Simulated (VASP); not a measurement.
# ZrS2 in VASP: relaxation of cell and atoms with revPBE+D3(BJ)

Aim: the relaxation of cell and atoms of ZrS2 with revPBE+D3(BJ).

Program: VASP 6.6.1. These are calculated values, not measurements. Logs are shortened: lines on timing, memory, paths and dates and some standing lists are left out, and cuts for length are marked.

### 1 The structure

The cell holds a sheet with vacuum, 3 atoms: a = 3.670 Å, b = 3.670 Å, c = 18.900 Å, α = 90.00°, β = 90.00°, γ = 120.00°.

The cell was built by a generator and needn't be a form met in nature.

### 2 Relaxation of cell and atoms, revPBE+D3(BJ)

INCAR reads:

```
PREC     = Accurate       # precision mode
ENCUT    = 600            # plane-wave cutoff, eV
EDIFF    = 1E-6           # SCF threshold, eV
ISMEAR   = 0              # smearing method
SIGMA    = 0.03           # smearing width, eV
LREAL    = False          # projectors in reciprocal space
LASPH    = True           # aspherical terms in the spheres
NELM     = 120            # most SCF steps
ALGO     = Normal         # electronic algorithm
ISIF     = 3              # what is computed and relaxed
LWAVE    = False          # write WAVECAR
LCHARG   = False          # write CHGCAR
GGA      = RE             # functional
IVDW     = 12             # dispersion correction
IBRION   = 2              # ionic algorithm
NSW      = 60             # ionic steps
EDIFFG   = -0.005         # ionic threshold
LATTICE_CONSTRAINTS= .TRUE. .TRUE. .FALSE.
KPAR     = 2
```

KPOINTS reads:

```
regular mesh
0
Gamma
  12 12 1
```

POSCAR reads:

```
ZrS2
1.0
    3.6700000000      0.0000000000      0.0000000000
   -1.8350000000      3.1783132300      0.0000000000
    0.0000000000      0.0000000000     18.9000000000
S Zr
2 1
Direct
    0.3333330000      0.6666670000      0.4232804200
    0.6666670000      0.3333330000      0.5767195800
    0.0000000000      0.0000000000      0.5000000000
```

Potentials or basis: VASP PAW PBE potentials, release 64 (S, Zr_sv).

Launch:

```
$ cat potpaw_PBE.64/S/POTCAR potpaw_PBE.64/Zr_sv/POTCAR > POTCAR
$ mpirun -np 2 vasp_std > vasp.out
```

OUTCAR:

```text
PREC = Accurate
   ENCUT = 600
   EDIFF = 1E-6
   ISMEAR = 0
   LREAL = False
   LASPH = True
   NELM = 120
   ISIF = 3
   GGA = RE
   IVDW = 12
   IBRION = 2
   NSW = 60
   EDIFFG = -0.005
 IVDW          = 12

 ion  position               nearest neighbor table
   1  0.333  0.667  0.423-   3 2.57   3 2.57   3 2.57
   2  0.667  0.333  0.577-   3 2.57   3 2.57   3 2.57
   3  0.000  0.000  0.500-   1 2.57   2 2.57   1 2.57   2 2.57   2 2.57   1 2.57

  LATTYP: Found a hexagonal cell.
 ALAT       =     3.6700000000
 C/A-ratio  =     5.1498637602

  Lattice vectors:

 A1 = (   3.6700000000,   0.0000000000,   0.0000000000)
 A2 = (  -1.8350000000,   3.1783132300,   0.0000000000)
 A3 = (   0.0000000000,   0.0000000000,  18.9000000000)

Analysis of symmetry for initial positions (statically):
=====================================================================
 Subroutine PRICEL returns:
 Original cell was already a primitive cell.

 Routine SETGRP: Setting up the symmetry group for a
 hexagonal supercell.

 Subroutine GETGRP returns: Found 12 space group operations
 (whereof 12 operations were pure point group operations)
 out of a pool of 24 trial point group operations.

The static configuration has the point symmetry D_3d.

Analysis of symmetry for dynamics (positions and initial velocities):
=====================================================================
 Subroutine PRICEL returns:
 Original cell was already a primitive cell.

 Routine SETGRP: Setting up the symmetry group for a
 hexagonal supercell.

 Subroutine GETGRP returns: Found 12 space group operations
 (whereof 12 operations were pure point group operations)
 out of a pool of 24 trial point group operations.

The dynamic configuration has the point symmetry D_3d.

 Subroutine INISYM returns: Found 12 space group operations
 (whereof 12 operations are pure point group operations),
 and found     1 'primitive' translations

----------------------------------------------------------------------------------------

                                     Primitive cell

  volume of cell :     220.4573

  direct lattice vectors                    reciprocal lattice vectors
     3.670000000  0.000000000  0.000000000     0.272479564  0.157316150  0.000000000
    -1.835000000  3.178313230  0.000000000     0.000000000  0.314632299  0.000000000
     0.000000000  0.000000000 18.900000000     0.000000000  0.000000000  0.052910053

  length of vectors
     3.670000000  3.669999998 18.900000000     0.314632299  0.314632299  0.052910053

  position of ions in fractional coordinates (direct lattice)
     0.333333000  0.666667000  0.423280420
     0.666667000  0.333333000  0.576719580
     0.000000000  0.000000000  0.500000000

  ion indices of the primitive-cell ions
   primitive index   ion index
                 1           1
                 2           2
                 3           3

----------------------------------------------------------------------------------------

 KPOINTS: regular mesh

Automatic generation of k-mesh.
 Grid dimensions read from file:
 generate k-points for:   12   12    1

 Generating k-lattice:

  Cartesian coordinates                     Fractional coordinates (reciprocal lattice)
     0.022706630  0.013109679  0.000000000     0.083333333  0.000000000  0.000000000
     0.000000000  0.026219358  0.000000000     0.000000000  0.083333333  0.000000000
     0.000000000  0.000000000  0.052910053     0.000000000  0.000000000  1.000000000

  Length of vectors
     0.026219358  0.026219358  0.052910053

  Shift w.r.t. Gamma in fractional coordinates (k-lattice)
     0.000000000  0.000000000  0.000000000

 Subroutine IBZKPT returns following result:
 ===========================================

 Found     19 irreducible k-points:

 Following reciprocal coordinates:
            Coordinates               Weight
  0.000000  0.000000  0.000000      1.000000
  0.083333 -0.000000  0.000000      6.000000
  0.166667  0.000000  0.000000      6.000000
  0.250000  0.000000  0.000000      6.000000
  0.333333  0.000000  0.000000      6.000000
  0.416667  0.000000  0.000000      6.000000
[... 11 lines left out ...]
  0.333333  0.250000  0.000000     12.000000
  0.333333  0.333333  0.000000      2.000000
   k-points           NKPTS =     19   k-points in BZ     NKDIM =     19   number of bands    NBANDS=     16
   number of dos      NEDOS =    301   number of ions     NIONS =      3
   total plane-waves  NPLWV = 144000
   dimension x,y,z NGX =    30 NGY =   30 NGZ =  160
   dimension x,y,z NGXF=    60 NGYF=   60 NGZF=  320
   ions per type =               2   1
   NGX,Y,Z   is equivalent  to a cutoff of  13.59, 13.59, 14.07 a.u.
   NGXF,Y,Z  is equivalent  to a cutoff of  27.18, 27.18, 28.15 a.u.
 SYSTEM =  unknown system
   PREC   = accura    normal or accurate (medium, high low for compatibility)
   ISTART =      0    job   : 0-new  1-cont  2-samecut
   ICHARG =      2    charge: 1-file 2-atom 10-const
   ISPIN  =      1    spin polarized calculation?
   LNONCOLLINEAR =      F non collinear calculations
   LSORBIT =      F    spin-orbit coupling
   LASPH  =      T    aspherical Exc in radial PAW
   ENCUT  =  600.0 eV  44.10 Ry    6.64 a.u.   7.33  7.33 37.75*2*pi/ulx,y,z
   NELM   =    120;   NELMIN=  2; NELMDL= -5     # of ELM steps
   EDIFF  = 0.1E-05   stopping-criterion for ELM
   LREAL  =      F    real-space projection
   EDIFFG = -.5E-02   stopping-criterion for IOM
   NSW    =     60    number of steps for IOM
   IBRION =      2    ionic relax: 0-MD 1-quasi-New 2-CG
   NFREE  =      1    steps in history (QN), initial steepest desc. (CG)
   ISIF   =      3    stress and relaxation
   ISYM   =      2    0-nonsym 1-usesym 2-fastsym
   POTIM  = 0.5000    time-step for ionic-motion
   TEBEG  =    0.0;   TEEND  =   0.0 temperature during run
   PSTRESS=    0.0 pullay stress
   NELECT =      24.0000    total number of electrons
   NUPDOWN=      -1.0000    fix difference up-down
   EMIN   =  10.00;   EMAX   =-10.00  energy-range for DOS
   EFERMI =   0.00;   METHOD = LEGACY
   ISMEAR =     0;   SIGMA  =   0.03  broadening in eV -4-tet -1-fermi 0-gaus
   EFERMI_NEDOS =   21; number of points for ismear=-14 and -15
   IALGO  =     38    algorithm
   IMIX   =      4    mixing-type and parameters
     AMIX     =   0.40;   BMIX     =  1.00
     AMIX_MAG =   1.60;   BMIX_MAG =  1.00
  volume/ion in A,a.u.               =      73.49       495.91
  Fermi-wavevector in a.u.,A,eV,Ry     =   0.781695  1.477188  8.313790  0.611046
  Thomas-Fermi vector in A             =   1.885265
   LORBIT       =      0    0 simple, 1 ext, 2 COOP (PROOUT), +10 PAW based schemes
   GGA     = RE    functional components
   LHFCALC =     F    Hartree Fock is set to
   AEXX    =    0.0000 exact exchange contribution
   IVDW    =    12    specifies the selected vdW correction
   LEPSILON=     F    determine dielectric tensor
   LRPA    =     F    only Hartree local field effects (RPA)
 conjugate gradient relaxation of ions
 non-spin polarized calculation
 Gauss-broadening in eV      SIGMA  =   0.03
  energy-cutoff  :      600.00
  volume of cell :      220.46
 maximum number of plane-waves:      7437
 NGX is ok and might be reduce to    30
   NGX = 15   NGY = 15   NGZ = 75

--------------------------------------- Ionic step        1  -------------------------------------------

 number of electron      23.9999998 magnetization

 Free energy of the ion-electron system (eV)
  ---------------------------------------------------
  ext. energy  EPLUGINS =         0.00000000
  ---------------------------------------------------
  free energy    TOTEN  =       -20.60893620 eV

  energy without entropy =      -20.60893620  energy(sigma->0) =      -20.60893620

------------------------ aborting loop because EDIFF is reached ----------------------------------------

 Edisp (eV)   -1.43820

 E8    (eV) :    -1.0246

  FORCE on cell =-STRESS in cart. coord.  units (eV):
  Direction    XX          YY          ZZ          XY          YZ          ZX
  --------------------------------------------------------------------------------------
  -------------------------------------------------------------------------------------
  Total      -0.62472    -0.62472     0.05318    -0.00000     0.00000    -0.00000
  in kB      -4.54016    -4.54016     0.38647    -0.00000     0.00000    -0.00000
  external pressure =       -2.90 kB  Pullay stress =        0.00 kB

 VOLUME and BASIS-vectors are now :
 -----------------------------------------------------------------------------
  energy-cutoff  :      600.00
  volume of cell :      220.46
      direct lattice vectors                 reciprocal lattice vectors
     3.670000000  0.000000000  0.000000000     0.272479564  0.157316150  0.000000000
    -1.835000000  3.178313230  0.000000000     0.000000000  0.314632299  0.000000000
     0.000000000  0.000000000 18.900000000     0.000000000  0.000000000  0.052910053

 POSITION                                       TOTAL-FORCE (eV/Angst)
 -----------------------------------------------------------------------------------
     -0.00000      2.11888      8.00000        -0.000000      0.000000     -0.024408
      1.83500      1.05944     10.90000         0.000000     -0.000000      0.024408
      0.00000      0.00000      9.45000         0.000000      0.000000      0.000000
 -----------------------------------------------------------------------------------
    total drift:                                0.000000      0.000000      0.000000
[... 148 lines left out ...]
 VOLUME and BASIS-vectors are now :
 -----------------------------------------------------------------------------
  energy-cutoff  :      600.00
  volume of cell :      216.20
      direct lattice vectors                 reciprocal lattice vectors
     3.634411884 -0.000000000  0.000000000     0.275147681  0.158856588  0.000000000
    -1.817205942  3.147493018  0.000000000     0.000000000  0.317713175  0.000000000
     0.000000000  0.000000000 18.900000000     0.000000000  0.000000000  0.052910053

 POSITION                                       TOTAL-FORCE (eV/Angst)
 -----------------------------------------------------------------------------------
     -0.00000      2.09833      7.98302        -0.000000     -0.000000     -0.017538
      1.81721      1.04916     10.91698         0.000000      0.000000      0.017538
     -1.81721      3.14749      9.45000        -0.000000      0.000000      0.000000
 -----------------------------------------------------------------------------------
    total drift:                               -0.000000      0.000000      0.000000

  FREE ENERGIE OF THE ION-ELECTRON SYSTEM (eV)
  ---------------------------------------------------
  free  energy   TOTEN  =       -22.0539229573 eV

  energy  without entropy=      -22.0539229573  energy(sigma->0) =      -22.05392296

--------------------------------------- Ionic step        6  -------------------------------------------

 number of electron      24.0000000 magnetization

 Free energy of the ion-electron system (eV)
  ---------------------------------------------------
  ext. energy  EPLUGINS =         0.00000000
  ---------------------------------------------------
  free energy    TOTEN  =       -20.58841949 eV

  energy without entropy =      -20.58841949  energy(sigma->0) =      -20.58841949

 E-fermi :  -2.6721     XC(G=0):  -3.5140

 val. band max:       -2.8622079379   @ k =   0.0000   0.0000   0.0000
 cond. band min:      -1.7859749373   @ k =   0.5000   0.0000   0.0000
 fundamental gap:      1.0762330006
 Fermi energy:        -2.6720941252

 k-point     1 :       0.0000    0.0000    0.0000
  band No.  band energies     occupation
      1     -51.7442      2.00000
      2     -29.8104      2.00000
      3     -29.6457      2.00000
      4     -29.6457      2.00000
      5     -15.3241      2.00000
      6     -14.1899      2.00000
[... 8 lines left out ...]
     15      -0.3158      0.00000
     16       2.3334      0.00000

 k-point     2 :       0.0833   -0.0000    0.0000
  band No.  band energies     occupation
      1     -51.7427      2.00000
      2     -29.8062      2.00000
      3     -29.6652      2.00000
      4     -29.6498      2.00000
      5     -15.2515      2.00000
      6     -14.1991      2.00000
[... 8 lines left out ...]
     15      -0.2122      0.00000
     16       1.9979      0.00000
[... 338 lines left out ...]
 VOLUME and BASIS-vectors are now :
 -----------------------------------------------------------------------------
  energy-cutoff  :      600.00
  volume of cell :      216.03
      direct lattice vectors                 reciprocal lattice vectors
     3.632954624 -0.000000000  0.000000000     0.275258049  0.158920308  0.000000000
    -1.816477312  3.146230993  0.000000000     0.000000000  0.317840617  0.000000000
     0.000000000  0.000000000 18.900000000     0.000000000  0.000000000  0.052910053

 POSITION                                       TOTAL-FORCE (eV/Angst)
 -----------------------------------------------------------------------------------
     -0.00000      2.09749      7.98090        -0.000000     -0.000000     -0.000665
      1.81648      1.04874     10.91910         0.000000      0.000000      0.000665
      3.63295     -0.00000      9.45000        -0.000000      0.000000     -0.000000
 -----------------------------------------------------------------------------------
    total drift:                                0.000000     -0.000000      0.000000

  FREE ENERGIE OF THE ION-ELECTRON SYSTEM (eV)
  ---------------------------------------------------
  free  energy   TOTEN  =       -22.0539558029 eV

  energy  without entropy=      -22.0539558029  energy(sigma->0) =      -22.05395580

 reached required accuracy - stopping structural energy minimisation
```

Wall time 3.6 min (2 MPI ranks of Intel Xeon Platinum 8488C (Sapphire Rapids), shared host); peak memory 0.43 GiB.

Results:

```yaml
Free_energy: -22.0540 eV
Relaxed_volume: 72.01 Å³/atom
Relaxed_cell: a = 3.633 Å, b = 3.633 Å, c = 18.900 Å, α = 90.00°, β = 90.00°, γ = 120.00°
Space_group_after_relaxing_to_0.05_Å: P-3m1 (No. 164)
Energy_gained_by_relaxing: 2.3 meV/atom
Ionic_steps: 6
Band_gap_on_the_k_mesh: 1.08 eV, indirect (least direct gap 1.71 eV)
Dispersion_energy_per_atom: -0.489 eV
```

Step by step:
| step | energy change (eV) | largest force (eV/Å) | pressure (GPa) | volume (Å³) |
| --- | --- | --- | --- | --- |
| 1 | 0.0000 | 0.0244 | -0.29 | 220.46 |
| 2 | -0.0031 | 0.2094 | 0.32 | 216.05 |
| 3 | -0.0042 | 0.1453 | 0.11 | 217.53 |
| 4 | -0.0058 | 0.0928 | 0.07 | 216.98 |
| 5 | -0.0068 | 0.0175 | 0.01 | 216.20 |
| 6 | -0.0068 | 0.0007 | 0.00 | 216.03 |

Final structure:
```
S Zr
1.0
     3.63295    0.00000    0.00000
    -1.81648    3.14623    0.00000
     0.00000    0.00000   18.90000
S Zr
2 1
Direct
  0.33333 0.66667 0.42227
  0.66667 0.33333 0.57773
  0.00000 0.00000 0.50000
```

Caveat: the PAW data sets were made with another functional, which shifts forces and pressure a little.
